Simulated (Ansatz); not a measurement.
A run of Ansatz 0.2.0 is set up as follows.

File input.yaml:

```yaml
crystal:
  lattice:
    - [0.0, 2.03, 2.03]
    - [2.03, 0.0, 2.03]
    - [2.03, 2.03, 0.0]
  atoms:
    - { symbol: W, position: [0.0, 0.0, 0.0] }
hamiltonian:
  xc: pbe
  pseudopotentials: { kind: paw }
kpoints:
  mp_grid: { grid: [11, 11, 11] }
scf:
  occupations: { method: gaussian, width: 0.019 }
output:
  forces: true
  stress: true
  eigenvalues: true
```

Potentials or basis: Ansatz PAW.

The run is started by

```console
$ ansatz run input.yaml --threads 2 --pin off --max-ram 5632MiB --backend cpu --events-out ev --progress --plain --runs-dir out
```

**Question.** Estimate the pressure.

**Answer.** -4.9 GPa.

**Question.** Predict the band gap on the k mesh.

**Answer.** None (metal or under the smearing width).

Spin-orbit coupling is left out, which matters for the levels of W.
